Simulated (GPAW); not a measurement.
# GaSb (F-43m) in GPAW: further runs

One crystal, GaSb, is run at these levels: PBE; tasks: single point.

Everything below comes from runs of GPAW 26.7.0. Logs are shortened: lines on timing, memory, paths and dates and some standing lists are left out, and cuts for length are marked. The log counts tension as positive stress, the text compression.

**Measured values to compare with.**

A printed reference work, data compilation reports, for a bulk crystal of GaSb at 4.2 K: band gap 0.811 eV (direct).

How close the calculation comes is told below.

## 1. The crystal as given

It takes space group F-43m (No. 216, cubic). Conventional cell: a = 6.118 Å, b = 6.118 Å, c = 6.118 Å, α = 90.00°, β = 90.00°, γ = 90.00°. Sb (site symmetry -43m) is surrounded by 4 Ga at 2.65 Å. Ga (site symmetry -43m) has 4 Sb at 2.65 Å as nearest neighbours.

## 2. Single point, PBE

run.py

```python
from ase import Atoms
from ase.dft.bandgap import bandgap
from ase.io import write
from ase.units import GPa
from gpaw import GPAW, PW

atoms = Atoms(['Sb', 'Ga'],
              cell=[[0.0, 3.059, 3.059],
                    [3.059, 0.0, 3.059],
                    [3.059, 3.059, 0.0]],
              scaled_positions=[[0.75, 0.75, 0.75],
                                [0.0, 0.0, 0.0]],
              pbc=True)

calc = GPAW(mode=PW(400),
            xc='PBE',
            kpts={'size': (6, 6, 6), 'gamma': True},
            occupations={'name': 'fermi-dirac', 'width': 0.01},
            nbands=18,
            convergence={'density': 1e-05, 'energy': 1e-05},
            maxiter=150,
            txt='gpaw.txt')
atoms.calc = calc
energy = atoms.get_potential_energy()
forces = atoms.get_forces()
stress = atoms.get_stress()
calc.write('gs.gpw')
write('result.traj', atoms)
print(f'Energy: {energy:.6f} eV')
print('Forces (eV/A):')
print(forces.round(4))
print('Stress (GPa):', (stress / GPa).round(3))
print('Fermi level:', round(calc.get_fermi_level(), 4), 'eV')
print(f'Gap: {bandgap(calc)[0]:.4f} eV, direct: {bandgap(calc, direct=True)[0]:.4f} eV')
```

Potentials or basis: GPAW PAW data sets (gpaw-data 1.2.1), pw.

Started as:

```sh
OMP_NUM_THREADS=1 python run.py
```

gpaw.txt:

```text
__  _  _
 | _ |_)|_||  |
 |__||  | ||/\| - 26.7.0

Input parameters:
  mode=PW(ecut=400.0),
  convergence={'density': 1e-05, 'energy': 1e-05},
  kpts=MonkhorstPack(size=(6, 6, 6), gamma=True),
  maxiter=150,
  nbands=18,
  occupations=Occupations(name='fermi-dirac', width=0.01),
  xc=XC(name='PBE')

Diagonalizing LCAO Hamiltonian
Converting LCAO to pw mode

                     Sb

       Ga

Atoms  # Å, Bohr magnetons
|   | symbol |        x |        y |        z |    initial magnetic moments |
|---|--------|----------|----------|----------|-----------------------------|
| 0 |     Sb | 4.588500 | 4.588500 | 4.588500 | ( 0.0000,  0.0000,  0.0000) |
| 1 |     Ga | 0.000000 | 0.000000 | 0.000000 | ( 0.0000,  0.0000,  0.0000) |

Unit cell  # Å
| periodic |        x |        y |        z |  lengths |    angles |
|----------|----------|----------|----------|----------|-----------|
|      yes | 0.000000 | 3.059000 | 3.059000 | 4.326079 | 60.000000 |
|      yes | 3.059000 | 0.000000 | 3.059000 | 4.326079 | 60.000000 |
|      yes | 3.059000 | 3.059000 | 0.000000 | 4.326079 | 60.000000 |

Number of symmetries: 24
Symmetry operations  # r_c * U_cc + t_c -> r_c
|    | kind |            matrix            |
|----|------|------------------------------|
|  0 |  E   |  1, 0, 0,  0, 1, 0,  0, 0, 1 |
|  1 |  σ   |  1, 0, 0,  0, 0, 1,  0, 1, 0 |
|  2 |  σ   |  1, 0,-1,  0, 1,-1,  0, 0,-1 |
|  3 |  C3  |  1, 0,-1,  0, 0,-1,  0, 1,-1 |
|  4 |  C3  |  1,-1, 0,  0,-1, 1,  0,-1, 0 |
|  5 |  σ   |  1,-1, 0,  0,-1, 0,  0,-1, 1 |
|  6 |  σ   |  0, 1, 0,  1, 0, 0,  0, 0, 1 |
|  7 |  C3  |  0, 1, 0,  0, 0, 1,  1, 0, 0 |
|  8 |  C2  |  0, 1,-1,  1, 0,-1,  0, 0,-1 |
|  9 |  S4  |  0, 1,-1,  0, 0,-1,  1, 0,-1 |
| 10 |  C3  |  0, 0, 1,  1, 0, 0,  0, 1, 0 |
| 11 |  σ   |  0, 0, 1,  0, 1, 0,  1, 0, 0 |
| 12 |  S4  |  0, 0,-1,  1, 0,-1,  0, 1,-1 |
| 13 |  C3  |  0, 0,-1,  0, 1,-1,  1, 0,-1 |
| 14 |  S4  |  0,-1, 1,  1,-1, 0,  0,-1, 0 |
| 15 |  C2  |  0,-1, 1,  0,-1, 0,  1,-1, 0 |
| 16 |  C3  |  0,-1, 0,  1,-1, 0,  0,-1, 1 |
| 17 |  S4  |  0,-1, 0,  0,-1, 1,  1,-1, 0 |
| 18 |  S4  | -1, 1, 0, -1, 0, 1, -1, 0, 0 |
| 19 |  C3  | -1, 1, 0, -1, 0, 0, -1, 0, 1 |
| 20 |  C3  | -1, 0, 1, -1, 1, 0, -1, 0, 0 |
| 21 |  S4  | -1, 0, 1, -1, 0, 0, -1, 1, 0 |
| 22 |  σ   | -1, 0, 0, -1, 1, 0, -1, 0, 1 |
| 23 |  C2  | -1, 0, 0, -1, 0, 1, -1, 1, 0 |

BZ-sampling:
  Number of BZ points: 216
  Number of IBZ points: 16

  Monkhorst-Pack size: [6, 6, 6]
  Monkhorst-Pack shift: [0.08333333333333333, 0.08333333333333333, 0.08333333333333333]

K-points  # in reciprocal-cell coordinates
|     |                                coordinates |     weight |
|-----|--------------------------------------------|------------|
|   0 | (  0.00000000,   0.00000000,   0.00000000) | 0.00462963 |
|   1 | (  0.16666667,   0.16666667,   0.00000000) | 0.02777778 |
|   2 | (  0.16666667,   0.16666667,   0.16666667) | 0.03703704 |
|   3 | (  0.33333333,   0.16666667,   0.16666667) | 0.05555556 |
|   4 | (  0.33333333,   0.33333333,  -0.33333333) | 0.05555556 |
|   5 | (  0.33333333,   0.33333333,   0.00000000) | 0.02777778 |
|   6 | (  0.33333333,   0.33333333,   0.16666667) | 0.11111111 |
|   7 | (  0.33333333,   0.33333333,   0.33333333) | 0.03703704 |
|   8 | (  0.50000000,   0.33333333,  -0.33333333) | 0.11111111 |
|   9 | (  0.50000000,   0.33333333,  -0.16666667) | 0.05555556 |
| ... |                                            |            |
|  15 | (  0.50000000,   0.50000000,   0.50000000) | 0.01851852 |

Plane wave coefficients: 1056
Cutoff: 400.0 eV

Spin-components: 1 (collinear spins)
Bands:           18
Projectors:      11
Spin-degeneracy: 2
Datatype:        complex128

Density:
  Valence electrons: 18.0
  Components: 1
  Grid points: [20 20 20]
  Charge: 0.0  # |e|

Potential:
  Grid points: [20 20 20]

species:
  Sb:
    name:    Antimony
    Z:       51.0
    valence: 15
    core:    36
    charge:  0.0  # [|e|]
    compensation charges:
      type: gauss
      rc: 0.36  # [Å]
      lmax: 2
    cutoffs:
      filter: 2.23  # [Å]
      core: 2.23  # [Å]
    projectors
    | kind |    occ | energy [eV] | rcut [Å] |
    |------|--------|-------------|----------|
    |   5s |  2.000 |     -12.815 |    1.154 |
    |   5p |  3.000 |      -4.830 |    1.233 |
    |   4d | 10.000 |     -33.514 |    1.196 |
    |    s |        |      14.396 |    1.154 |
    |    p |        |      22.381 |    1.233 |
    |    d |        |      -6.303 |    1.196 |

    Using partial waves for Sb as LCAO basis

  Ga:
    name:    Gallium
    Z:       31.0
    valence: 3
    core:    28
    charge:  0.0  # [|e|]
    compensation charges:
      type: gauss
      rc: 0.37  # [Å]
      lmax: 2
    cutoffs:
      filter: 2.06  # [Å]
      core: 4.17  # [Å]
    projectors
    | kind |    occ | energy [eV] | rcut [Å] |
    |------|--------|-------------|----------|
    |   4s |  2.000 |      -8.945 |    1.164 |
    |   4p |  1.000 |      -2.580 |    1.164 |
    |    s |        |      18.266 |    1.164 |
    |    p |        |      24.631 |    1.164 |
    |    d |        |       0.000 |    1.164 |

    Using partial waves for Ga as LCAO basis

Reference energy: -229166.229777  # eV

eigensolver:
  PPCG
  Converge bands: occupied
  niter=2

density mixing:
  MSR1-Mixer
  Pratt-step length: 0.05
  Maximum mixing coefficient: 0.75
  Old densities: 10
  SVD Regularization: 0.005
  Good broyden scale: 1.0
  Trust region scale: 1.0
  Backstep threshold: 4.0
  History deletion threshold: 6.0
  Fourier metric: weight=20.0, sigma=0.015

occupation numbers:
  Fermi-Dirac:
    width: 0.0100  # eV

poisson solver:
  ecut: 3200.0  # eV

xc functional:
  name: PBE with 2 nearest neighbor stencil

convergence criteria:
- Maximum integral of absolute [dens]ity change: 1e-05 electrons / valence electron
- Maximum [total energy] change in last 3 cyles: 1e-05 eV / valence electron
- Maximum integral of absolute [eigenst]ate change: 4e-08 eV^2 / valence electron
maximum number of iterations: 150

SCF iterations
|iter     | |      energy | eigst |  dens |
|---------|-|-------------|-------|-------|
|iter:   1| |   -7.508432 | -0.10 |       |
|iter:   2| |   -7.510181 | -2.24 | -1.28 |
|iter:   3| |   -7.491007 | -2.60 | -1.31 |
|iter:   4| |   -7.493122 | -3.32 | -1.85 |
|iter:   5| |   -7.493509 | -4.30 | -2.59 |
|iter:   6| |   -7.493617 | -5.12 | -2.99 |
|iter:   7| |   -7.493617c| -6.68 | -4.14 |
|iter:   8| |   -7.493618c| -7.63c| -4.58 |
|iter:   9| |   -7.493618c| -8.23c| -5.35c|

Converged in 9 steps
Energy contributions relative to reference atoms: (reference = -229166.229777)

Energy contributions:
  Kinetic:          14.701476
  Coulomb:         -12.961228
  Zero:              0.238265
  External:          0.000000
  Xc:               -9.472120
  Entropy:          -0.000022
  Spinorbit:         0.000000
  ----------------------------
  Free energy:      -7.493629
  Extrapolated:     -7.493618

dipole moment: (-11.013627, -11.013627, -11.013627)  # |e|*Ang

Fermi level: 4.938
Eigenvalues  # (at kpt = [0.000, 0.000, 0.000])
| band index |      eig [eV] | occ [0-2] |
|------------|---------------|-----------|
|          0 |       -23.833 |     2.000 |
|          1 |       -23.833 |     2.000 |
|          2 |       -23.833 |     2.000 |
|          3 |       -23.815 |     2.000 |
|          4 |       -23.815 |     2.000 |
|          5 |        -6.556 |     2.000 |
[... 10 lines left out ...]
|         16 |        14.429 |     0.000 |
|         17 |        14.429 |     0.000 |

Gap: 0.087 eV
Transition (v -> c):
  (s=0, k=0, n=8, [0.00, 0.00, 0.00]) -> (s=0, k=0, n=9, [0.00, 0.00, 0.00])
No difference between direct/indirect transitions

Forces  # eV/Ang
|        x |        y |        z |
|----------|----------|----------|
| -0.00000 | -0.00000 | -0.00000 |  # Sb   0
|  0.00000 | -0.00000 |  0.00000 |  # Ga   1

Stress tensor  # eV/Ang^3
|         x |         y |         z |
|-----------|-----------|-----------|
| -0.002600 | -0.000000 |  0.000000 |
| -0.000000 | -0.002600 |  0.000000 |
|  0.000000 |  0.000000 | -0.002600 |

# Writing to gs.gpw (mode='')
```

Run time: 5.2 s. Hardware: 1 thread of Arm Neoverse V2, shared host; peak memory 0.13 GiB.

These settings aren't checked as converged: the numbers below hold their error.

What came out:

```
Free energy            : -7.4936 eV
Pressure               : 0.4 GPa
Band gap on the k mesh : 0.09 eV, direct
```

Caveat: the cutoff is short for stress and forces, so pressures can be off by a GPa or more; spin-orbit coupling is left out, which moves the levels of the heavy elements.

## 3. Single point, PBE

Changes to run.py since step 2:

```diff
@@ -1,4 +1,4 @@
-from ase import Atoms
 from ase.dft.bandgap import bandgap
 from ase.io import write
+from ase.spacegroup import crystal
 from ase.units import GPa
@@ -6,11 +6,12 @@
 
-atoms = Atoms(['Sb', 'Ga'],
-              cell=[[0.0, 3.059, 3.059],
-                    [3.059, 0.0, 3.059],
-                    [3.059, 3.059, 0.0]],
-              scaled_positions=[[0.75, 0.75, 0.75],
-                                [0.0, 0.0, 0.0]],
-              pbc=True)
+# Sb 4c
+# Ga 4a
+atoms = crystal(['Sb', 'Ga'],
+                basis=[[0.25, 0.25, 0.25],
+                       [0.0, 0.0, 0.0]],
+                spacegroup=216, setting=1,  # F-43m
+                cellpar=[6.118, 6.118, 6.118, 90.0, 90.0, 90.0],
+                primitive_cell=True)
 
-calc = GPAW(mode=PW(400),
+calc = GPAW(mode=PW(450),
             xc='PBE',
```

Potentials or basis: GPAW PAW data sets (gpaw-data 1.2.1), pw.

Started as:

```sh
OMP_NUM_THREADS=1 python run.py
```

It took 9.4 s on 1 thread of Arm Neoverse V2, shared host; peak memory 0.14 GiB.

The run converged. Its results:

* Free energy: -7.5792 eV
* Pressure: 1.5 GPa
* Band gap on the k mesh: 0.09 eV, direct

Levels at points of the mesh, in eV from the valence-band top:
| k point | band 7 | band 8 | band 9 | band 10 | band 11 | band 12 |
| --- | --- | --- | --- | --- | --- | --- |
| (0.00, 0.00, 0.00) | 0.00 | 0.00 | 0.00 | 0.09 | 2.81 | 2.81 |
| (0.50, 0.50, 0.00) | -6.77 | -2.56 | -2.56 | 0.93 | 1.27 | 8.75 |
| (0.50, 0.50, 0.50) | -6.33 | -1.15 | -1.15 | 0.44 | 3.78 | 3.78 |

Caveat: the cutoff is short for stress and forces, so pressures can be off by a GPa or more; spin-orbit coupling is left out, which moves the levels of the heavy elements.

## 4. Against experiment

Step 3. A measured gap of GaSb is 0.811 eV (direct; 4.2 K; a printed reference work, data compilation); the calculated 0.09 eV misses it by -0.72 eV. Spin-orbit coupling on Ga, Sb is left out. The value is that of PBE on a finite k mesh, which can miss the band edges, without temperature or zero-point motion. Semilocal functionals fall short of measured gaps as a rule.
